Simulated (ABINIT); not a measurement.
NbP:

```
Nb P
1.0
    -1.67492    1.67492    5.74011
     1.67492   -1.67492    5.74011
     1.67492    1.67492   -5.74011
Nb P
2 2
Cartesian
  1.6749 0.0000 2.8687
  0.0000 0.0000 5.7387
  0.0000 1.6749 3.8200
  0.0000 0.0000 0.9500
```

The cell is a database's computed one.

```yaml
Program: ABINIT 10.8.3 (patched build)
Task: relaxation of cell and atoms
Functional: LDA
Potentials_or_basis: JTH PAW LDA v2.0
Cutoff: 544 eV
k_mesh: 7 × 7 × 7
Occupations: fermi-dirac, width 0.05 eV
Spin: no spin polarisation
```

At the start: pressure -9.3 GPa; volume 16.10 Å³/atom.

Task: How do energy, volume and symmetry change on relaxing?

Result: Over 6 steps the energy falls by 23.5 meV/atom and the volume is 15.33 Å³/atom (-4.8 %); space group I4_1md (No. 109, to 0.05 Å).

Step by step:
| step | energy change (eV) | largest force (eV/Å) | pressure (GPa) | volume (Å³) |
| --- | --- | --- | --- | --- |
| 1 | 0.0000 | 0.0218 | -9.30 | 64.41 |
| 2 | -0.0765 | 0.0261 | -4.06 | 62.60 |
| 3 | -0.0928 | 0.0321 | 0.27 | 61.27 |
| 4 | -0.0931 | 0.0322 | 0.04 | 61.33 |
| 5 | -0.0938 | 0.0284 | -0.21 | 61.38 |
| 6 | -0.0940 | 0.0211 | -0.10 | 61.34 |

Final structure:
```yaml
crystal:
  lattice:
    - [-1.65198, 1.65198, 5.61900]
    - [1.65198, -1.65198, 5.61900]
    - [1.65198, 1.65198, -5.61900]
  atoms:
    - { symbol: Nb, position: [0.25015, 0.75015, 0.50000] }
    - { symbol: Nb, position: [0.50015, 0.50015, 0.00000] }
    - { symbol: P, position: [0.83248, 0.33248, 0.50000] }
    - { symbol: P, position: [0.08248, 0.08248, 0.00000] }
```
